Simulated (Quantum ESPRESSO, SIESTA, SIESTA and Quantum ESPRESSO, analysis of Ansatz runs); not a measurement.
# LiCl (Fm-3m):V_Cl, a ladder of methods on one cell (SIESTA and Quantum ESPRESSO)

Question: at which Fermi levels does V_Cl in LiCl (Fm-3m) change its charge, and how much of the answer depends on the basis, the mesh and the program? The model is a cell of 72 host atoms with 1 Cl taken out.

Calculated with SIESTA and Quantum ESPRESSO; SIESTA numerical-orbital DFT, PBEsol, DZP basis, PseudoDojo 0.4.1 potentials converted to PSML; charged supercells in a uniform background, point-charge correction with alignment at far sites.

## 1. The structure

The cell holds 71 atoms: 36 Li and 35 Cl. Cell: a = 10.735 Å, b = 10.735 Å, c = 14.313 Å, α = 60.0°, β = 60.0°, γ = 60.0°. It derives from LiCl (space group Fm-3m). Nearest the centre at fractional (0.500, 0.500, 0.625): Li62 at 2.53 Å, Li46 at 2.53 Å, Li38 at 2.53 Å, Li68 at 2.53 Å, Li44 at 2.53 Å, Li60 at 2.53 Å, Cl16 at 3.58 Å, Cl32 at 3.58 Å.

As a file:

```xyz
71
Lattice="0.0039 7.5905 7.5905 7.5905 0.0039 7.5905 10.1207 10.1207 0.0053" Properties=species:S:1:pos:R:3 pbc="T T T"
Li    0.0000    0.0000    0.0000
Cl    2.5308    2.5308    2.5308
Li    2.5302    2.5302    0.0013
Cl    5.0610    5.0610    2.5321
Li    5.0603    5.0603    0.0026
Cl    7.5912    7.5912    2.5335
Li    7.5905    7.5905    0.0039
Cl   10.1214   10.1214    2.5348
Li    2.5302    0.0013    2.5302
Cl    5.0610    2.5321    5.0610
Li    5.0603    2.5315    2.5315
Cl    7.5912    5.0623    5.0623
Li    7.5905    5.0617    2.5328
Cl   10.1214    7.5925    5.0636
Li   10.1207    7.5918    2.5341
Cl   12.6515   10.1227    5.0650
Li    5.0603    0.0026    5.0603
Cl    7.5912    2.5335    7.5912
Li    7.5905    2.5328    5.0617
Cl   10.1214    5.0636    7.5925
Li   10.1207    5.0630    5.0630
Cl   12.6515    7.5938    7.5938
Li   12.6509    7.5932    5.0643
Cl   15.1817   10.1240    7.5951
Li    0.0013    2.5302    2.5302
Cl    2.5321    5.0610    5.0610
Li    2.5315    5.0603    2.5315
Cl    5.0623    7.5912    5.0623
Li    5.0617    7.5905    2.5328
Cl    7.5925   10.1214    5.0636
Li    7.5918   10.1207    2.5341
Cl   10.1227   12.6515    5.0650
Li    2.5315    2.5315    5.0603
Cl    5.0623    5.0623    7.5912
Li    5.0617    5.0617    5.0617
Cl    7.5925    7.5925    7.5925
Li    7.5918    7.5918    5.0630
Li   10.1220   10.1220    5.0643
Cl   12.6528   12.6528    7.5951
Li    5.0617    2.5328    7.5905
Cl    7.5925    5.0636   10.1214
Li    7.5918    5.0630    7.5918
Cl   10.1227    7.5938   10.1227
Li   10.1220    7.5932    7.5932
Cl   12.6528   10.1240   10.1240
Li   12.6522   10.1233    7.5945
Cl   15.1830   12.6542   10.1253
Li    0.0026    5.0603    5.0603
Cl    2.5335    7.5912    7.5912
Li    2.5328    7.5905    5.0617
Cl    5.0636   10.1214    7.5925
Li    5.0630   10.1207    5.0630
Cl    7.5938   12.6515    7.5938
Li    7.5932   12.6509    5.0643
Cl   10.1240   15.1817    7.5951
Li    2.5328    5.0617    7.5905
Cl    5.0636    7.5925   10.1214
Li    5.0630    7.5918    7.5918
Cl    7.5938   10.1227   10.1227
Li    7.5932   10.1220    7.5932
Cl   10.1240   12.6528   10.1240
Li   10.1233   12.6522    7.5945
Cl   12.6542   15.1830   10.1253
Li    5.0630    5.0630   10.1207
Cl    7.5938    7.5938   12.6515
Li    7.5932    7.5932   10.1220
Cl   10.1240   10.1240   12.6528
Li   10.1233   10.1233   10.1233
Cl   12.6542   12.6542   12.6542
Li   12.6535   12.6535   10.1246
Cl   15.1843   15.1843   12.6555
```

Known beforehand: the electronic dielectric constant, 3.07, and the static one, 11.73, from a response run on this crystal (DFPT, PBEsol, Quantum ESPRESSO) at that run's own cell.

The cell's shortest repeat is 10.7 Å.

The primitive cell was relaxed at this level beforehand, to 32.37 Å³.

The defect-free supercell was relaxed beforehand, from displaced atoms: they ended at most 0.02 Å from the sites they started about, so the symmetric structure holds.

## 2. Band edges

Levels are counted from the valence top, which comes from the unit cell, dense mesh; the energy of the host comes from the defect-free supercell at the defects' own k-points, so that the host's part of the sampling error cancels.

Contents of host.fdf:

```
SystemName                      LiCl
SystemLabel                     host
NumberOfSpecies                 2
NumberOfAtoms                   2
%block ChemicalSpeciesLabel
  1    3 Li
  2   17 Cl
%endblock ChemicalSpeciesLabel
LatticeConstant                 1.0 Ang
%block LatticeVectors
     0.001316000     2.530175000     2.530175000
     2.530175000     0.001316000     2.530175000
     2.530175000     2.530175000     0.001316000
%endblock LatticeVectors
AtomicCoordinatesFormat         Fractional
%block AtomicCoordinatesAndAtomicSpecies
     0.000000000     0.000000000     0.000000000  1
     0.500000000     0.500000000     0.500000000  2
%endblock AtomicCoordinatesAndAtomicSpecies
%block kgrid.MonkhorstPack
   12   0   0  0.00
    0  12   0  0.00
    0   0  12  0.00
%endblock kgrid.MonkhorstPack
XC.Functional                   GGA
XC.Authors                      PBEsol
PAO.BasisSize                   DZP
PAO.EnergyShift                 0.005 Ry
Mesh.Cutoff                     300 Ry
%block PAO.PolarizationScheme
  Li non-perturbative
%endblock PAO.PolarizationScheme
OccupationFunction              FD
ElectronicTemperature           0.01 eV
MaxSCFIterations                150
SCF.MustConverge                true
SCF.Mixer.Method                Pulay
SCF.Mixer.Weight                0.2
SCF.Mixer.History               10
SCF.DM.Tolerance                1.0e-4
SCF.H.Tolerance                 1.0e-3 eV
WriteForces                     true
Charge.Mulliken                 end
```

Run with:

```sh
> OMP_NUM_THREADS=1 siesta host.fdf > host.out
```

The program printed:

```text
Version         : 5.4.2

                           ***********************
                           *  WELCOME TO SIESTA  *
                           ***********************

[...]
reinit: Reading from file host.fdf

reinit: -----------------------------------------------------------------------
reinit: System Name: LiCl
reinit: -----------------------------------------------------------------------
reinit: System Label: host
reinit: -----------------------------------------------------------------------

initatom: Reading input for the pseudopotentials and atomic orbitals ----------
Species number:   1 Atomic number:    3 Label: Li
Species number:   2 Atomic number:   17 Label: Cl

[... pseudopotential checks and orbital generation ...]

prinput: Basis input

PAO.BasisType split

%block ChemicalSpeciesLabel
    1    3 Li                      # Species index, atomic number, species label
    2   17 Cl                      # Species index, atomic number, species label
%endblock ChemicalSpeciesLabel

%block PAO.Basis                 # Define Basis set
# WARNING: This information might be incomplete!
[...]
(Free)E + p*V (eV/cell)     -643.2349
Target enthalpy (eV/cell)     -643.2341
[...]
siesta: Final energy (eV):
siesta:  Band Struct. =    -211.433283
siesta:       Kinetic =     293.312012
siesta:       Hartree =      99.602622
siesta:         Exch. =    -153.375876
siesta:         Corr. =     -13.200421
siesta:   Exch.-corr. =    -166.576297
siesta:  Ion-electron =    -537.796241
siesta:       Ion-ion =    -331.776184
siesta:         Total =    -643.234087
siesta:         Fermi =      -5.831111
[...]
siesta: Stress tensor (static) (eV/Ang**3):
siesta:     0.000026   -0.000075   -0.000075
siesta:    -0.000075    0.000026   -0.000075
siesta:    -0.000075   -0.000075    0.000026
[...]
siesta: Cell volume =         32.370001 Ang**3
[...]
siesta: Pressure (static):
siesta:                Solid            Molecule  Units
siesta:          -0.00000028         -0.00000028  Ry/Bohr**3
siesta:          -0.00002615         -0.00002615  eV/Ang**3
siesta:          -0.04189071         -0.04189071  kBar
[...]
mulliken: Qtot =       10.000

Mulliken Atomic Populations:
Atom #   charge [q] valence [e]  Species
     1     0.162523    2.837477  Li
     2    -0.162523    7.162523  Cl
 Total    -0.000000

Job completed
```

Elapsed: 13 s, on 1 MPI rank of Arm Neoverse V1, shared host; peak memory 0.19 GiB.

The gap at this level is 6.65 eV.

Test of the sampling: at one point at (¼, ¼, ¼) the host's energy lies 6 meV an atom above its value on the primitive cell's dense mesh, close enough for the relaxations.

(Part 1 of 6 ends here.)

[Logs are printed without paths, hosts, clocks, repeated set-up lines and the standing remarks that a program may print on its own settings, such as how far it seeks lower states.]

[Hosts, paths, dates, database ids (printed as entryN), source tags and the programs' standing remarks are cut or masked in the printed files.]

[For some hosts the program warned that the k-mesh of the response run may be too coarse for force constants and the static dielectric constant; such warnings are not shown here.]

[Charge tables in the logs are Mulliken or Hirshfeld populations, whose sizes and signs can differ; where basis functions stand at a vacancy, SIESTA counts their charge against the missing atom's valence.]

[In relaxation paths of CP2K, step 0 can be the structure after the first move, since the trajectory file begins there, and the last row can be the final structure solved once more.]
